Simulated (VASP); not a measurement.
# Ga (C2/c) in VASP: notebook

The runs below take Ga through single point, with PBE.

Everything below comes from runs of VASP 6.6.1. Logs are shortened: lines on timing, memory, paths and dates and some standing lists are left out, and cuts for length are marked.

## 1. The structure

The structure is monoclinic, space group C2/c (No. 15). The conventional cell has a = 2.766 Å, b = 8.053 Å, c = 3.332 Å, α = 90.00°, β = 92.02°, γ = 90.00°. Around Ga (site symmetry 2) lie 8 Ga at 2.69 to 2.92 Å.

This isn't the form of Ga at room conditions, which is orthorhombic.

## 2. Single point, PBE

File INCAR:

```
PREC = Accurate
ENCUT = 400
EDIFF = 1E-6
ISMEAR = 0
SIGMA = 0.15
LREAL = False
LASPH = True
NELM = 100
ALGO = Normal
ISIF = 2
LWAVE = False
LCHARG = False
GGA = PE
NBANDS = 20
ADDGRID = False
```

File KPOINTS:

```
regular mesh
0
Gamma
  11 11 9
```

File POSCAR:

```
Ga
1.0
    1.3830000000     -4.0265000000      0.0000000000
    1.3830000000      4.0265000000      0.0000000000
   -0.1174474948      0.0000000000      3.3299294416
Ga
2
Direct
    0.1310000000      0.8690000000      0.7500000000
    0.8690000000      0.1310000000      0.2500000000
```

Potentials or basis: VASP PAW PBE potentials, release 64 (Ga_d).

The run is started by

```bash
$ cat potpaw_PBE.64/Ga_d/POTCAR > POTCAR
$ mpirun -np 1 vasp_std > vasp.out
```

OUTCAR:

```text
PREC = Accurate
   ENCUT = 400
   EDIFF = 1E-6
   ISMEAR = 0
   LREAL = False
   LASPH = True
   NELM = 100
   ISIF = 2
   GGA = PE

 Found    300 irreducible k-points:

 Following reciprocal coordinates:
            Coordinates               Weight
  0.000000  0.000000  0.000000      1.000000
  0.090909 -0.000000  0.000000      4.000000
  0.181818  0.000000 -0.000000      4.000000
  0.272727 -0.000000  0.000000      4.000000
  0.363636 -0.000000 -0.000000      4.000000
  0.454545 -0.000000  0.000000      4.000000
   k-points           NKPTS =    300   k-points in BZ     NKDIM =    300   number of bands    NBANDS=     20
   number of dos      NEDOS =    301   number of ions     NIONS =      2
   total plane-waves  NPLWV =  18816
   dimension x,y,z NGX =    28 NGY =   28 NGZ =   24
   dimension x,y,z NGXF=    56 NGYF=   56 NGZF=   48
   ions per type =               2
   NGX,Y,Z   is equivalent  to a cutoff of  10.93, 10.93, 11.97 a.u.
   NGXF,Y,Z  is equivalent  to a cutoff of  21.87, 21.87, 23.95 a.u.
 SYSTEM =  unknown system
   PREC   = accura    normal or accurate (medium, high low for compatibility)
   ISTART =      0    job   : 0-new  1-cont  2-samecut
   ICHARG =      2    charge: 1-file 2-atom 10-const
   ISPIN  =      1    spin polarized calculation?
   LNONCOLLINEAR =      F non collinear calculations
   LSORBIT =      F    spin-orbit coupling
   LASPH  =      T    aspherical Exc in radial PAW
   ENCUT  =  400.0 eV  29.40 Ry    5.42 a.u.   6.94  6.94  5.43*2*pi/ulx,y,z
   NELM   =    100;   NELMIN=  2; NELMDL= -5     # of ELM steps
   EDIFF  = 0.1E-05   stopping-criterion for ELM
[... 8 lines left out ...]
   TEBEG  =    0.0;   TEEND  =   0.0 temperature during run
   PSTRESS=    0.0 pullay stress
   NELECT =      26.0000    total number of electrons
   NUPDOWN=      -1.0000    fix difference up-down
   EMIN   =  10.00;   EMAX   =-10.00  energy-range for DOS
   EFERMI =   0.00;   METHOD = LEGACY
   ISMEAR =     0;   SIGMA  =   0.15  broadening in eV -4-tet -1-fermi 0-gaus
   EFERMI_NEDOS =   21; number of points for ismear=-14 and -15
   IALGO  =     38    algorithm
   IMIX   =      4    mixing-type and parameters
     AMIX     =   0.40;   BMIX     =  1.00
     AMIX_MAG =   1.60;   BMIX_MAG =  1.00
  volume/ion in A,a.u.               =      18.54       125.14
  Fermi-wavevector in a.u.,A,eV,Ry     =   1.454323  2.748273 28.777089  2.115056
  Thomas-Fermi vector in A             =   2.571487
   LORBIT       =      0    0 simple, 1 ext, 2 COOP (PROOUT), +10 PAW based schemes
   GGA     = PE    functional components
   LHFCALC =     F    Hartree Fock is set to
   AEXX    =    0.0000 exact exchange contribution
   IVDW    =     0    specifies the selected vdW correction
   LEPSILON=     F    determine dielectric tensor
   LRPA    =     F    only Hartree local field effects (RPA)
 non-spin polarized calculation
 Gauss-broadening in eV      SIGMA  =   0.15
  energy-cutoff  :      400.00
  volume of cell :       37.09
 maximum number of plane-waves:       687
   NGX = 13   NGY = 13   NGZ = 11

 number of electron      25.9999977 magnetization

 Free energy of the ion-electron system (eV)
  ---------------------------------------------------
  ext. energy  EPLUGINS =         0.00000000
  ---------------------------------------------------
  free energy    TOTEN  =        -5.76660524 eV

  energy without entropy =       -5.75836590  energy(sigma->0) =       -5.76248557

 E-fermi :   5.7272     XC(G=0): -11.0571

 val. band max:        5.7211132067   @ k =   0.3636   0.0909   0.4444
 cond. band min:       5.7346723032   @ k =  -0.2727  -0.4545   0.2222
 fundamental gap:      0.0135590965
 Fermi energy:         5.7271775814

 k-point     1 :       0.0000    0.0000    0.0000
  band No.  band energies     occupation
      1      -9.5018      2.00000
      2      -9.4921      2.00000
      3      -9.4548      2.00000
      4      -9.4313      2.00000
      5      -9.1573      2.00000
      6      -9.1563      2.00000
      7      -9.1280      2.00000
      8      -9.1251      2.00000
      9      -9.1123      2.00000
     10      -8.9765      2.00000
     11      -5.5719      2.00000
     12       3.5649      2.00000
     13       4.0324      2.00000
     14       7.2903      0.00000
     15      11.0913      0.00000
     16      15.3549      0.00000
     17      15.8454      0.00000
     18      16.0753      0.00000
     19      16.3801      0.00000
     20      18.7550      0.00000

 k-point     2 :       0.0909   -0.0000    0.0000
  band No.  band energies     occupation
      1      -9.4952      2.00000
      2      -9.4787      2.00000
      3      -9.4370      2.00000
      4      -9.3992      2.00000
      5      -9.1728      2.00000
      6      -9.1712      2.00000
      7      -9.1395      2.00000
      8      -9.1361      2.00000
      9      -9.1145      2.00000
     10      -8.9795      2.00000
     11      -5.3881      2.00000
     12       3.1267      2.00000
     13       4.8014      2.00000
     14       7.4861      0.00000
     15      11.2593      0.00000
     16      12.9720      0.00000
     17      14.0876      0.00000
     18      15.8111      0.00000
     19      16.7247      0.00000
     20      19.5576      0.00000

 k-point     3 :       0.1818    0.0000   -0.0000
  band No.  band energies     occupation
      1      -9.4777      2.00000
      2      -9.4490      2.00000
      3      -9.3886      2.00000
      4      -9.3183      2.00000
      5      -9.2143      2.00000
      6      -9.2093      2.00000
      7      -9.1625      2.00000
      8      -9.1609      2.00000
      9      -9.1224      2.00000
     10      -8.9888      2.00000
     11      -4.8321      2.00000
     12       2.8391      2.00000
     13       6.0529      0.00214
     14       8.0621      0.00000
     15       9.7390      0.00000
     16      11.5293      0.00000
     17      11.8820      0.00000
     18      15.7211      0.00000
     19      16.8958      0.00000
     20      20.4842      0.00000

 k-point     4 :       0.2727   -0.0000    0.0000
  band No.  band energies     occupation
      1      -9.4562      2.00000
      2      -9.4166      2.00000
      3      -9.3367      2.00000
      4      -9.2975      2.00000
      5      -9.2692      2.00000
      6      -9.1884      2.00000
      7      -9.1828      2.00000
      8      -9.1644      2.00000
      9      -9.1338      2.00000
     10      -9.0042      2.00000
     11      -3.8978      2.00000
     12       2.8518      2.00000
     13       6.6369      0.00000
     14       7.5362      0.00000
     15       8.9983      0.00000
     16       9.5751      0.00000
     17      12.7110      0.00000
     18      15.6438      0.00000
     19      17.1202      0.00000
     20      19.9107      0.00000

 k-point     5 :       0.3636   -0.0000   -0.0000
  band No.  band energies     occupation
      1      -9.4389      2.00000
      2      -9.4020      2.00000
      3      -9.3374      2.00000
      4      -9.3215      2.00000
      5      -9.3080      2.00000
      6      -9.2039      2.00000
      7      -9.1621      2.00000
      8      -9.1503      2.00000
      9      -9.0650      2.00000
     10      -9.0225      2.00000
     11      -2.5909      2.00000
     12       2.8779      2.00000
     13       4.3083      2.00000
     14       7.1518      0.00000
     15       9.8142      0.00000
     16      10.2834      0.00000
     17      13.9892      0.00000
     18      15.3123      0.00000
     19      16.9832      0.00000
     20      18.1625      0.00000

 k-point     6 :       0.4545   -0.0000    0.0000
  band No.  band energies     occupation
      1      -9.4291      2.00000
      2      -9.4164      2.00000
      3      -9.3581      2.00000
      4      -9.3262      2.00000
      5      -9.3152      2.00000
      6      -9.2071      2.00000
      7      -9.1668      2.00000
      8      -9.1314      2.00000
      9      -9.0365      2.00000
     10      -9.0014      2.00000
     11      -0.9791      2.00000
     12       1.2792      2.00000
     13       4.1796      2.00000
     14       5.9128      0.08007
     15      11.1726      0.00000
     16      11.8425      0.00000
     17      14.3527      0.00000
     18      15.3752      0.00000
     19      15.7108      0.00000
     20      17.7791      0.00000

 [... further k-points ...]

------------------------ aborting loop because EDIFF is reached ----------------------------------------

  FORCE on cell =-STRESS in cart. coord.  units (eV):
  Direction    XX          YY          ZZ          XY          YZ          ZX
  --------------------------------------------------------------------------------------
  -------------------------------------------------------------------------------------
  Total        0.2268167      0.3261627      0.4126609      0.0000000      0.0000000      0.0794745
  in kB        9.7987514     14.0906147     17.8274421      0.0000000      0.0000000      3.4333933
  external PRESSURE =      13.9056028 kB  Pullay stress =       0.0000000 kB

 VOLUME and BASIS-vectors are now :
 -----------------------------------------------------------------------------
  energy-cutoff  :      400.00
  volume of cell :       37.09
      direct lattice vectors                 reciprocal lattice vectors
     1.383000000 -4.026500000  0.000000000     0.361532899 -0.124177325  0.012751361
     1.383000000  4.026500000  0.000000000     0.361532899  0.124177325  0.012751361
    -0.117447495  0.000000000  3.329929442     0.000000000  0.000000000  0.300306663

 POSITION                                       TOTAL-FORCE (eV/Angst)
 -----------------------------------------------------------------------------------
      1.29491      2.97156      2.49745        -0.000000     -0.228675      0.000000
      1.35364     -2.97156      0.83248         0.000000      0.228675      0.000000
 -----------------------------------------------------------------------------------
    total drift:                                0.000000     -0.000000     -0.000000

  FREE ENERGIE OF THE ION-ELECTRON SYSTEM (eV)
  ---------------------------------------------------
  free  energy   TOTEN  =        -5.7666052416 eV

  energy  without entropy=       -5.7583658961  energy(sigma->0) =       -5.76248557
```

Run time: 1.9 min. Hardware: 1 thread of Intel Xeon Platinum 8259CL at 2.50GHz (Skylake/Cascade Lake), shared host; peak memory 0.24 GiB.

The run converged, but some of its settings lie outside the range that counts as converged, so its numbers aren't taken as properties of the crystal.

What came out:

```yaml
Free_energy: -5.7666 eV
Pressure: 1.4 GPa
Largest_force: 0.229 eV/Å
Band_gap_on_the_k_mesh: none (metal or under the smearing width)
```

## 3. Single point, PBE

INCAR is that of step 2.

KPOINTS is that of step 2.

File POSCAR:

```
Ga
1.0
    1.3830000000     -4.0265000000      0.0000000000
    1.3830000000      4.0265000000      0.0000000000
   -0.1174474948      0.0000000000      3.3299294416
Ga
2
Direct
    0.0863460000      0.8268100000      0.7848140000
    0.8777350000      0.1376800000      0.2531650000
```

Potentials or basis: VASP PAW PBE potentials, release 64 (Ga_d).

The run is started by

```bash
$ cat potpaw_PBE.64/Ga_d/POTCAR > POTCAR
$ mpirun -np 1 vasp_std > vasp.out
```

It took 3.6 min on 1 thread of Intel Xeon Platinum 8259CL at 2.50GHz (Skylake/Cascade Lake), shared host; peak memory 0.32 GiB.

The run converged, but some of its settings lie outside the range that counts as converged, so its numbers aren't taken as properties of the crystal.

Results:

```yaml
Free_energy: -5.7504 eV
Pressure: 1.8 GPa
Largest_force: 0.364 eV/Å
Band_gap_on_the_k_mesh: none (metal or under the smearing width)
```

## 4. Single point, PBE

INCAR, as its differences from that of step 3:

```diff
@@ -1,3 +1,3 @@
 PREC = Accurate
-ENCUT = 400
+ENCUT = 300
 EDIFF = 1E-6
```

File KPOINTS:

```
regular mesh
0
Gamma
  13 13 10
```

File POSCAR:

```
Ga
1.0
    1.3830000000     -4.0265000000      0.0000000000
    1.3830000000      4.0265000000      0.0000000000
   -0.1174474948      0.0000000000      3.3299294416
Ga
2
Direct
    0.1310000000      0.8690000000      0.7500000000
    0.8690000000      0.1310000000      0.2500000000
```

The run is started by

```bash
$ cat potpaw_PBE.64/Ga_d/POTCAR > POTCAR
$ mpirun -np 1 vasp_std > vasp.out
```

It took 96 s on 1 thread of Intel Xeon Platinum 8259CL at 2.50GHz (Skylake/Cascade Lake), shared host; peak memory 0.23 GiB.

These settings aren't checked as converged: the numbers below hold their error.

Results:

```yaml
Free_energy: -5.7772 eV
Largest_force: 0.191 eV/Å
Band_gap_on_the_k_mesh: none (metal or under the smearing width)
```

Caveat: the cutoff is under 1.25 times the usual one of these potentials, so pressure, stress and relaxed cells hold a basis-set (Pulay) error.

## 5. Single point, PBE

INCAR is that of step 4.

KPOINTS is that of step 4.

File POSCAR:

```
Ga
1.0
    1.3830000000     -4.0265000000      0.0000000000
    1.3830000000      4.0265000000      0.0000000000
   -0.1174474948      0.0000000000      3.3299294416
Ga
2
Direct
    0.0863460000      0.8268100000      0.7848140000
    0.8777350000      0.1376800000      0.2531650000
```

The run is started by

```bash
$ cat potpaw_PBE.64/Ga_d/POTCAR > POTCAR
$ mpirun -np 1 vasp_std > vasp.out
```

It took 2.8 min on 1 thread of Intel Xeon Platinum 8259CL at 2.50GHz (Skylake/Cascade Lake), shared host; peak memory 0.31 GiB.

These settings aren't checked as converged: the numbers below hold their error.

What came out:

```
Free energy            : -5.7624 eV
Largest force          : 0.324 eV/Å
Band gap on the k mesh : none (metal or under the smearing width)
```

Caveat: the cutoff is under 1.25 times the usual one of these potentials, so pressure, stress and relaxed cells hold a basis-set (Pulay) error.
